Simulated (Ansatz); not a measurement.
Crystal: TiO.

```
CELL_PARAMETERS angstrom
2.85161 0.00000 0.00000
-1.42580 2.46956 0.00000
0.00000 0.00000 5.56750
ATOMIC_POSITIONS crystal
Ti 0.66667 0.33333 0.75000
Ti 0.33333 0.66667 0.25000
O 0.00000 0.00000 0.50000
O 0.00000 0.00000 0.00000
```

The cell comes from a database or a generator and needn't be the stable form of this composition.

Base run:

| Property | Result |
| --- | --- |
| Program | Ansatz 0.2.0 |
| Functional | PBEsol |
| Potentials or basis | Ansatz PAW |
| Cutoff | 420 eV (not typed: the program's choice for these potentials) |
| k mesh | 10 × 10 × 4 |
| Occupations | fermi-dirac, width 0.05 eV |
| Spin | no spin polarisation |

Its results: band gap on the k mesh none (metal or under the smearing width); pressure -10.0 GPa.

Question: The run is repeated on the same cell with these changes: functional from PBEsol to r2SCAN0 form with a typed share of exact exchange; cutoff from 420 eV (not typed: the program's choice for these potentials) to 500 eV (not typed: the program's choice for these potentials); k mesh from 10 × 10 × 4 to 6 × 6 × 3. What comes out?

Answer: Band gap on the k mesh 2.62 eV, direct; pressure -16.1 GPa.

Several settings changed at once, so the effect can't be laid on one alone.

Caveats: some runs use coarse meshes; the PAW data sets come from PBE, with cores solved anew for the run's functional, which leaves a small shift of forces and pressure; semilocal functionals often make such compounds metallic where correlation or magnetic order opens a gap, which also shifts bond lengths (some runs); the density of states is complete only up to the lowest level of the last band computed (some runs); odd divisions of the mesh miss points on the zone boundary, where band edges often lie, so the gap on the mesh can be too wide (some runs); the thresholds are loose for stress (some runs).

